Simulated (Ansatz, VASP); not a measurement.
## Two plane-wave programs on CaO (Lime)

The input INCAR:

```
ALGO = Normal
EDIFF = 1E-6
ENCUT = 520
GGA = PS
ISIF = 2
ISMEAR = 0
LASPH = T
LCHARG = T
LELF = T
LREAL = F
LVHAR = T
LWAVE = F
NBANDS = 15
NELM = 60
PREC = Accurate
SIGMA = 0.05
```

The input KPOINTS:

```
k-points
0
Gamma
  8 8 8
```

The input POSCAR:

```
CaO
1.0
    0.0000000000      2.3904566667      2.4065000000
    2.3904566667      0.0000000000      2.4065000000
    2.3904566667      2.3904566667      0.0000000000
Ca O
1 1
Direct
    0.0000000000      0.0000000000      0.0000000000
    0.5000000000      0.5000000000      0.5000000000
```

Input for Ansatz:

```yaml
crystal:
  lattice:
    - [0.0, 2.3904566666666662, 2.4065]
    - [2.3904566666666662, 0.0, 2.4065]
    - [2.3904566666666662, 2.3904566666666662, 0.0]
  atoms:
    - { symbol: Ca, position: [0.0, 0.0, 0.0] }
    - { symbol: O, position: [0.5, 0.5, 0.5] }
basis:
  ecutwfc: 520.0
kpoints:
  mp_grid:
    grid: [8, 8, 8]
hamiltonian:
  xc: pbesol
scf:
  occupations:
    method: gaussian
    width: 0.05
output:
  stress: true
```

Alike in both runs: task single point; functional PBEsol; k mesh 8 × 8 × 8; occupations gaussian, width 0.05 eV; no spin polarisation.

|  | VASP | Ansatz |
| --- | --- | --- |
| version | VASP 6.6.1 | Ansatz 0.2.0 |
| potentials or method | VASP PAW PBE potentials, release 64 (Ca_sv, O) | plane waves, PAW |
| plane-wave cutoff (eV) | 520 | 520 |
| valence electrons in the cell | 16 | 16 |

```tsv
	VASP	Ansatz	Ansatz less VASP
pressure (GPa)	-1.1	-1.7	-0.57
largest component of the traceless stress (GPa)	0.71	0.68	-0.031
```

Caveats: the PAW data sets were made with another functional, which shifts forces and pressure a little (VASP). A k mesh can miss the band edges.
